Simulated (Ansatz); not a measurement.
# SnO: the gap against volume

SnO, Pmn2_1, a = 3.300 Å, b = 5.598 Å, c = 3.630 Å. This isn't the usual stable structure of the compound. Ansatz: PBEsol+D3(BJ), PAW, 420 eV, Γ-centred 8×6×8 mesh on 4 atoms, Gaussian smearing 0.02 eV; no spin polarisation. Shape and atoms are relaxed at each volume; x = ln(V/V0) with V0 = 16.761 Å³/atom. The gap is read at the mesh points alone.

```
      x gap y (eV)
-0.1278       0.804
-0.0943       0.834
-0.0619       0.877
-0.0305       0.934
 0.0000       1.001
 0.0296       1.080
 0.0583           ?
 0.0953       1.254
```

**Question.** Fit a straight line to the other rows, give the volume deformation potential of the gap and its pressure coefficient, and predict the missing gap. B0 = 29.8 GPa.

**Answer.** Means x = -0.02709, y = 0.96914; Σ(Δx)² = 0.03481, ΣΔxΔy = 0.07105; the slope is their ratio. y = 1.024 + 2.041 x. The slope is the deformation potential a = dE_g/d ln V = 2.04 eV, and dE_g/dP = −a/B0 = -68.5 meV/GPa. These are means over the range: the known rows next to V0 give a = 2.4 eV and -81 meV/GPa, nearer the values at zero pressure. With a term in x² added, the coefficient of x becomes 2.219, 9 % more, which shows how far this figure hangs on the form. At x = 0.0583 the fit asked for gives 1.143 eV. The run gave 1.157 eV, so the fit is 0.014 eV too low, within the rms miss on the fitted rows (0.026 eV): the form describes this series only roughly.

Semilocal functionals give gaps under the measured ones; changes of the gap mostly carry over better.

Cost: 8 runs of about 16 core-minutes in all, on Arm Neoverse V1 (shared hosts).